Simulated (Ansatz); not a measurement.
# HfO2: the cost of one run

Method: DFT PBE, scalar-relativistic, plane waves, PAW, in Ansatz 0.2.0.

3 further runs of the same task are left out: 3 set aside as unsound or not needed.

## Step 1: The starting structure

The structure is cubic, space group Fm-3m (No. 225). Conventional cell: a = 5.098 Å, b = 5.098 Å, c = 5.098 Å, α = 90.00°, β = 90.00°, γ = 90.00°. Around Hf (site symmetry m-3m) lie 8 O at 2.21 Å. Around O (site symmetry -43m) lie 4 Hf at 2.21 Å.

Structure file:

```xyz
3
Lattice="0.0000 2.5489 2.5489 2.5489 0.0000 2.5489 2.5489 2.5489 0.0000" Properties=species:S:1:pos:R:3 pbc="T T T"
Hf    0.0000    0.0000    0.0000
O     1.2745    1.2745    1.2745
O     3.8234    3.8234    3.8234
```

It is the result of an earlier relaxation at this level (volume 11.04 Å³/atom; gap on the mesh: 3.75 eV).

## Step 2: Plan of the line

The energy is mapped over two homogeneous strains (x along [1 0 0], y along [0 1 0], z along [0 0 1] of the conventional cell).

- normal strain along x: 7 values from −4.00 to 4.00 %
- normal strain along y: 7 values from −4.00 to 4.00 %

Nothing else is relaxed (symmetry fixes all fractional coordinates). Energies count from the relaxed crystal. Points are written as (first, second).

## Step 3: Point (−2.67 %, 4.00 %)

Contents of input.yaml:

```yaml
crystal:
  lattice:
    - [0.0, 2.6508762353, 2.548919457]
    - [2.4808633075, 0.0, 2.548919457]
    - [2.4808633075, 2.6508762353, 0.0]
  atoms:
    - { symbol: Hf, position: [0.0, 0.0, 0.0] }
    - { symbol: O, position: [0.25, 0.25, 0.25] }
    - { symbol: O, position: [0.75, 0.75, 0.75] }
basis:
  ecutwfc: 520.0
kpoints:
  mp_grid: { grid: [8, 8, 8] }
hamiltonian:
  xc: pbe
  pseudopotentials: { kind: paw, azcp: { folder: soft_1 } }
scf:
  occupations: { method: gaussian, width: 0.05 }
output:
  forces: true
  stress: true
  eigenvalues: true
```

Launch:

```bash
$ ansatz run input.yaml --threads 1 --pin off --max-ram 2048MiB --backend cpu --events-out ev --progress --plain --runs-dir out
```

What time and memory should one allow on 1 thread of Arm Neoverse N1, shared host?

About 14 s, with a peak of 0.37 GiB.
